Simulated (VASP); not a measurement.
# Nb in VASP: relaxation of the atoms with LDA

Aim: the relaxation of the atoms of Nb with LDA.

Everything below comes from runs of VASP 6.6.1. Logs are shortened: lines on timing, memory, paths and dates and some standing lists are left out, and cuts for length are marked.

## (1) The slab as given

The cell holds a slab with vacuum, 4 atoms: a = 2.812 Å, b = 2.812 Å, c = 28.461 Å, α = 90.00°, β = 90.00°, γ = 109.47°.

The cell was built by a generator and needn't be a form met in nature.

## (2) Relaxation of the atoms, LDA

INCAR

```
ALGO = Normal
DIPOL = 0.5 0.5 0.500
EDIFF = 1E-6
EDIFFG = -0.02
ENCUT = 520
GGA = CA
IBRION = 2
IDIPOL = 3
ISIF = 2
ISMEAR = 1
KPAR = 2
LASPH = True
LCHARG = False
LDIPOL = True
LREAL = False
LWAVE = False
NELM = 120
NSW = 90
PREC = Accurate
SIGMA = 0.1
```

KPOINTS

```
k-points
0
Gamma
  12 12 1
```

POSCAR

```
Nb
1.0
    2.8117766700      0.0000000000      0.0000000000
   -0.9372588900      2.6509684200      0.0000000000
    0.0000000000      0.0000000000     28.4608236500
Nb
4
Selective dynamics
Direct
    0.0000000000      0.0000000000      0.3790020900  F F F
    0.5000000000      0.5000000000      0.4596662000  T T T
    0.0000000000      0.0000000000      0.5403338000  T T T
    0.5000000000      0.5000000000      0.6209979100  T T T
```

Potentials or basis: VASP PAW LDA potentials, release 64 (Nb_sv).

Started as:

```sh
cat potpaw_LDA.64/Nb_sv/POTCAR > POTCAR
mpirun -np 2 vasp_std > vasp.out
```

OUTCAR:

```text
EDIFF = 1E-6
   EDIFFG = -0.02
   ENCUT = 520
   GGA = CA
   IBRION = 2
   ISIF = 2
   ISMEAR = 1
   LASPH = True
   LREAL = False
   NELM = 120
   NSW = 90
   PREC = Accurate

 ion  position               nearest neighbor table
   1  0.000  0.000  0.379-   2 2.81   2 2.81
   2  0.500  0.500  0.460-   1 2.81   1 2.81   3 2.81   3 2.81
   3  0.000  0.000  0.540-   4 2.81   4 2.81   2 2.81   2 2.81
   4  0.500  0.500  0.621-   3 2.81   3 2.81

  LATTYP: Found a base centered orthorhombic cell.
 ALAT       =     3.2467599960
 B/A-ratio  =     1.4142135708
 C/A-ratio  =     8.7659154620

  Lattice vectors:

 A1 = (   2.8117766700,   0.0000000000,   0.0000000000)
 A2 = (  -0.9372588900,   2.6509684200,   0.0000000000)
 A3 = (   0.0000000000,   0.0000000000,  28.4608236500)

Analysis of symmetry for initial positions (statically):
=====================================================================
 Subroutine PRICEL returns:
 Original cell was already a primitive cell.

 Routine SETGRP: Setting up the symmetry group for a
 base centered orthorhombic supercell.

 Subroutine GETGRP returns: Found  8 space group operations
 (whereof  4 operations were pure point group operations)
 out of a pool of  8 trial point group operations.

The static configuration has the point symmetry C_2v.
 The point group associated with its full space group is D_2h.

Analysis of symmetry for dynamics (positions and initial velocities):
=====================================================================
 Subroutine PRICEL returns:
 Original cell was already a primitive cell.

 Routine SETGRP: Setting up the symmetry group for a
 base centered orthorhombic supercell.

 Subroutine GETGRP returns: Found  8 space group operations
 (whereof  4 operations were pure point group operations)
 out of a pool of  8 trial point group operations.

The dynamic configuration has the point symmetry C_2v.
 The point group associated with its full space group is D_2h.

Analysis of constrained symmetry for selective dynamics:
=====================================================================
 Subroutine PRICEL returns:
 Original cell was already a primitive cell.

 Routine SETGRP: Setting up the symmetry group for a
 base centered orthorhombic supercell.

 Subroutine GETGRP returns: Found  4 space group operations
 (whereof  4 operations were pure point group operations)
 out of a pool of  8 trial point group operations.

The constrained configuration has the point symmetry C_2v.

 Subroutine INISYM returns: Found  4 space group operations
 (whereof  4 operations are pure point group operations),
 and found     1 'primitive' translations

----------------------------------------------------------------------------------------

                                     Primitive cell

  volume of cell :     212.1450

  direct lattice vectors                    reciprocal lattice vectors
     2.811776670  0.000000000  0.000000000     0.355647022  0.125740213  0.000000000
    -0.937258890  2.650968420  0.000000000     0.000000000  0.377220638  0.000000000
     0.000000000  0.000000000 28.460823650     0.000000000  0.000000000  0.035136018

  length of vectors
     2.811776670  2.811776625 28.460823650     0.377220632  0.377220638  0.035136018

  position of ions in fractional coordinates (direct lattice)
     0.000000000  0.000000000  0.379002090
     0.500000000  0.500000000  0.459666200
     0.000000000  0.000000000  0.540333800
     0.500000000  0.500000000  0.620997910

  ion indices of the primitive-cell ions
   primitive index   ion index
                 1           1
                 2           2
                 3           3
                 4           4

----------------------------------------------------------------------------------------

 KPOINTS: k-points

Automatic generation of k-mesh.
 Grid dimensions read from file:
 generate k-points for:   12   12    1

 Generating k-lattice:

  Cartesian coordinates                     Fractional coordinates (reciprocal lattice)
     0.029637252  0.010478351  0.000000000     0.083333333 -0.000000000  0.000000000
     0.000000000  0.031435053  0.000000000     0.000000000  0.083333333  0.000000000
     0.000000000  0.000000000  0.035136018     0.000000000  0.000000000  1.000000000

  Length of vectors
     0.031435053  0.031435053  0.035136018

  Shift w.r.t. Gamma in fractional coordinates (k-lattice)
     0.000000000  0.000000000  0.000000000

 Subroutine IBZKPT returns following result:
 ===========================================

 Found     43 irreducible k-points:

 Following reciprocal coordinates:
            Coordinates               Weight
  0.000000  0.000000  0.000000      1.000000
  0.083333  0.000000  0.000000      4.000000
  0.166667  0.000000  0.000000      4.000000
  0.250000  0.000000  0.000000      4.000000
  0.333333  0.000000  0.000000      4.000000
  0.416667 -0.000000  0.000000      4.000000
[... 16 lines left out ...]
  0.500000  0.166667  0.000000      4.000000
 -0.416667  0.166667  0.000000      4.000000
 [... further k-points ...]
   k-points           NKPTS =     43   k-points in BZ     NKDIM =     43   number of bands    NBANDS=     31
   number of dos      NEDOS =    301   number of ions     NIONS =      4
   total plane-waves  NPLWV = 124416
   dimension x,y,z NGX =    24 NGY =   24 NGZ =  216
   dimension x,y,z NGXF=    48 NGYF=   48 NGZF=  432
   ions per type =               4
   NGX,Y,Z   is equivalent  to a cutoff of  14.19, 14.19, 12.62 a.u.
   NGXF,Y,Z  is equivalent  to a cutoff of  28.38, 28.38, 25.23 a.u.
 SYSTEM =  unknown system
   PREC   = accura    normal or accurate (medium, high low for compatibility)
   ISTART =      0    job   : 0-new  1-cont  2-samecut
   ICHARG =      2    charge: 1-file 2-atom 10-const
   ISPIN  =      1    spin polarized calculation?
   LNONCOLLINEAR =      F non collinear calculations
   LSORBIT =      F    spin-orbit coupling
   LASPH  =      T    aspherical Exc in radial PAW
   ENCUT  =  520.0 eV  38.22 Ry    6.18 a.u.   5.23  5.23 52.92*2*pi/ulx,y,z
   NELM   =    120;   NELMIN=  2; NELMDL= -5     # of ELM steps
   EDIFF  = 0.1E-05   stopping-criterion for ELM
   LREAL  =      F    real-space projection
   EDIFFG = -.2E-01   stopping-criterion for IOM
   NSW    =     90    number of steps for IOM
   IBRION =      2    ionic relax: 0-MD 1-quasi-New 2-CG
   NFREE  =      1    steps in history (QN), initial steepest desc. (CG)
   ISIF   =      2    stress and relaxation
   ISYM   =      2    0-nonsym 1-usesym 2-fastsym
   POTIM  = 0.5000    time-step for ionic-motion
   TEBEG  =    0.0;   TEEND  =   0.0 temperature during run
   PSTRESS=    0.0 pullay stress
   NELECT =      52.0000    total number of electrons
   NUPDOWN=      -1.0000    fix difference up-down
   EMIN   =  10.00;   EMAX   =-10.00  energy-range for DOS
   EFERMI =   0.00;   METHOD = LEGACY
   ISMEAR =     1;   SIGMA  =   0.10  broadening in eV -4-tet -1-fermi 0-gaus
   EFERMI_NEDOS =   21; number of points for ismear=-14 and -15
   IALGO  =     38    algorithm
   IMIX   =      4    mixing-type and parameters
     AMIX     =   0.40;   BMIX     =  1.00
     AMIX_MAG =   1.60;   BMIX_MAG =  1.00
  volume/ion in A,a.u.               =      53.04       357.91
  Fermi-wavevector in a.u.,A,eV,Ry     =   1.024546  1.936112 14.281974  1.049695
  Thomas-Fermi vector in A             =   2.158339
   LORBIT       =      0    0 simple, 1 ext, 2 COOP (PROOUT), +10 PAW based schemes
   GGA     = CA    functional components
   LHFCALC =     F    Hartree Fock is set to
   AEXX    =    0.0000 exact exchange contribution
   IVDW    =     0    specifies the selected vdW correction
   LEPSILON=     F    determine dielectric tensor
   LRPA    =     F    only Hartree local field effects (RPA)
 conjugate gradient relaxation of ions
 non-spin polarized calculation
 Methfessel and Paxton  Order N= 1 SIGMA  =   0.10
  energy-cutoff  :      520.00
  volume of cell :      212.15
 maximum number of plane-waves:      5749
 NGX is ok and might be reduce to    24
   NGX = 11   NGY = 11   NGZ =105

--------------------------------------- Ionic step        1  -------------------------------------------

 number of electron      52.0000000 magnetization

 Free energy of the ion-electron system (eV)
  ---------------------------------------------------
  ext. energy  EPLUGINS =         0.00000000
  ---------------------------------------------------
  free energy    TOTEN  =       -42.79078285 eV

  energy without entropy =      -42.79097575  energy(sigma->0) =      -42.79084715

------------------------ aborting loop because EDIFF is reached ----------------------------------------

  FORCE on cell =-STRESS in cart. coord.  units (eV):
  Direction    XX          YY          ZZ          XY          YZ          ZX
  --------------------------------------------------------------------------------------
  -------------------------------------------------------------------------------------
  Total       -5.1647918     -4.5415237     -1.6220512      0.8814339      0.0000000      0.0000000
  in kB      -39.0059227    -34.2988318    -12.2501749      6.6568300      0.0000000      0.0000000
  external PRESSURE =     -28.5183098 kB  Pullay stress =       0.0000000 kB
[... 95 lines left out ...]
  FREE ENERGIE OF THE ION-ELECTRON SYSTEM (eV)
  ---------------------------------------------------
  free  energy   TOTEN  =       -42.8126859724 eV

  energy  without entropy=      -42.8124291669  energy(sigma->0) =      -42.81260037

 vacuum level on the upper side and lower side of the slab       (xc-potential included)        -0.018         0.003

[... ionic steps 4 to 7 ...]

--------------------------------------- Ionic step        8  -------------------------------------------

 number of electron      52.0000003 magnetization

------------------------ aborting loop because EDIFF is reached ----------------------------------------

  FORCE on cell =-STRESS in cart. coord.  units (eV):
  Direction    XX          YY          ZZ          XY          YZ          ZX
  --------------------------------------------------------------------------------------
  -------------------------------------------------------------------------------------
  Total       -3.5190498     -2.9098791     -0.1163981      0.8614972      0.0000000      0.0000000
  in kB      -26.5768283    -21.9762046     -0.8790701      6.5062632      0.0000000      0.0000000
  external PRESSURE =     -16.4773676 kB  Pullay stress =       0.0000000 kB
[... 57 lines left out ...]
  FREE ENERGIE OF THE ION-ELECTRON SYSTEM (eV)
  ---------------------------------------------------
  free  energy   TOTEN  =       -42.8267446950 eV

  energy  without entropy=      -42.8251458695  energy(sigma->0) =      -42.82621175

 dipolmoment           0.000000      0.000000     -0.000013 electrons x Angstroem

--------------------------------------- Ionic step       10  -------------------------------------------

 number of electron      52.0000003 magnetization

 dipolmoment           0.000000      0.000000      0.000075 electrons x Angstroem

 Free energy of the ion-electron system (eV)
  ---------------------------------------------------
  ext. energy  EPLUGINS =         0.00000000
  ---------------------------------------------------
  free energy    TOTEN  =       -42.82730100 eV

  energy without entropy =      -42.82567667  energy(sigma->0) =      -42.82675956

 E-fermi :   0.7066     XC(G=0):  -4.9523

 val. band max:        0.6916253760   @ k =   0.0833   0.0000   0.0000
 cond. band min:       0.7231948009   @ k =  -0.3333   0.2500   0.0000
 fundamental gap:      0.0315694250
 Fermi energy:         0.7066084735

 k-point     1 :       0.0000    0.0000    0.0000
  band No.  band energies     occupation
      1     -53.5432      2.00000
      2     -53.5322      2.00000
      3     -53.2283      2.00000
      4     -53.0986      2.00000
      5     -30.3255      2.00000
      6     -30.0650      2.00000
[... 805 lines left out ...]
     30       2.6907     -0.00000
     31       3.1796      0.00000

 [... further k-points ...]

------------------------ aborting loop because EDIFF is reached ----------------------------------------

 vacuum level on the upper side and lower side of the slab       (xc-potential included)        -0.011        -0.010

  FORCE on cell =-STRESS in cart. coord.  units (eV):
  Direction    XX          YY          ZZ          XY          YZ          ZX
  --------------------------------------------------------------------------------------
  -------------------------------------------------------------------------------------
  Total       -3.5252715     -2.9284103     -0.0728598      0.8440890      0.0000000      0.0000000
  in kB      -26.6238162    -22.1161572     -0.5502574      6.3747913      0.0000000      0.0000000
  external PRESSURE =     -16.4300769 kB  Pullay stress =       0.0000000 kB

 VOLUME and BASIS-vectors are now :
 -----------------------------------------------------------------------------
  energy-cutoff  :      520.00
  volume of cell :      212.15
      direct lattice vectors                 reciprocal lattice vectors
     2.811776670  0.000000000  0.000000000     0.355647022  0.125740213  0.000000000
    -0.937258890  2.650968420  0.000000000     0.000000000  0.377220638  0.000000000
     0.000000000  0.000000000 28.460823650     0.000000000  0.000000000  0.035136018
[... 10 lines left out ...]
  FREE ENERGIE OF THE ION-ELECTRON SYSTEM (eV)
  ---------------------------------------------------
  free  energy   TOTEN  =       -42.8273010024 eV

  energy  without entropy=      -42.8256766715  energy(sigma->0) =      -42.82675956

 reached required accuracy - stopping structural energy minimisation

 vacuum level on the upper side and lower side of the slab         5.452         5.455
```

Run time: 19 min. Hardware: 2 MPI ranks of Intel Xeon Platinum 8488C (Sapphire Rapids), shared host; peak memory 0.4 GiB.

What came out:

| Item | Value |
| --- | --- |
| Free energy | -42.8273 eV |
| Energy gained by relaxing | 9.1 meV/atom |
| Ionic steps | 10 |
| Band gap on the k mesh | none (metal or under the smearing width) |

Step by step:
```csv
step,energy change (eV),largest force (eV/Å),pressure (GPa)
1,0.0000,0.4171,-2.85
2,-0.0172,0.3203,-2.71
3,-0.0219,0.2753,-2.56
4,-0.0236,0.2575,-2.50
5,-0.0280,0.2102,-2.34
6,-0.0341,0.0987,-2.00
7,-0.0343,0.1484,-1.29
8,-0.0363,0.0633,-1.65
9,-0.0360,0.0994,-1.63
10,-0.0365,0.0094,-1.64
```

Final structure:
```
Nb
1.0
     2.81178    0.00000    0.00000
    -0.93726    2.65097    0.00000
     0.00000    0.00000   28.46082
Nb
4
Direct
  0.00000 0.00000 0.37900
  0.50000 0.50000 0.45646
  0.00000 0.00000 0.53814
  0.50000 0.50000 0.61564
```
